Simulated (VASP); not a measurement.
Set up this calculation in VASP 6.6.1, as the native input.

- Task: relaxation of cell and atoms
- Functional: PBEsol
- Potentials or basis: VASP PAW PBE potentials, release 64 (Li_sv, Cl)
- Cutoff: 600 eV
- k mesh: 10 × 10 × 10
- Occupations: gaussian, width 0.03 eV
- Spin: no spin polarisation
- Further INCAR settings: ALGO = Normal; EDIFF = 1e-06; IBRION = 2; EDIFFG = -0.01; NSW = 90; ISIF = 3

The structure of LiCl lies in POSCAR:

```
LiCl
1.0
    0.0000000000      2.5647700000      2.5647700000
    2.5647700000      0.0000000000      2.5647700000
    2.5647700000      2.5647700000      0.0000000000
Li Cl
1 1
Direct
    0.0000000000      0.0000000000      0.0000000000
    0.5000000000      0.5000000000      0.5000000000
```

These files were run (other wordings do the same):

INCAR

```
ALGO = Normal
EDIFF = 1E-6
EDIFFG = -0.01
ENCUT = 600
GGA = PS
IBRION = 2
ISIF = 3
ISMEAR = 0
KPAR = 4
LASPH = True
LCHARG = False
LREAL = False
LWAVE = False
NELM = 80
NSW = 90
PREC = Accurate
SIGMA = 0.03
```

KPOINTS

```
k-points
0
Gamma
  10 10 10
```

Potentials or basis: VASP PAW PBE potentials, release 64 (Li_sv, Cl).

Run with:

```bash
$ cat potpaw_PBE.64/Li_sv/POTCAR potpaw_PBE.64/Cl/POTCAR > POTCAR
$ mpirun -np 4 vasp_std > vasp.out
```

It gave:

- Relaxed volume: 16.20 Å³/atom
- Relaxed cell: a = 3.579 Å, b = 3.579 Å, c = 3.579 Å, α = 60.00°, β = 60.00°, γ = 60.00°
- Space group after relaxing (to 0.05 Å): Fm-3m (No. 225)
- Energy gained by relaxing: 2.8 meV/atom
- Ionic steps: 4
- Pressure after relaxing: 0.0 GPa
- Band gap on the k mesh: 6.37 eV, direct

Caveat: the cutoff is under 1.25 times the usual one of these potentials, so pressure, stress and relaxed cells hold a basis-set (Pulay) error; the PAW data sets were made with another functional, which shifts forces and pressure a little.

Wall time 15 s on 4 MPI ranks on Intel(R) Xeon(R) Platinum 8259CL CPU @ 2.50GHz (Skylake/Cascade Lake), on a shared host, peak memory 0.16 GiB a rank.
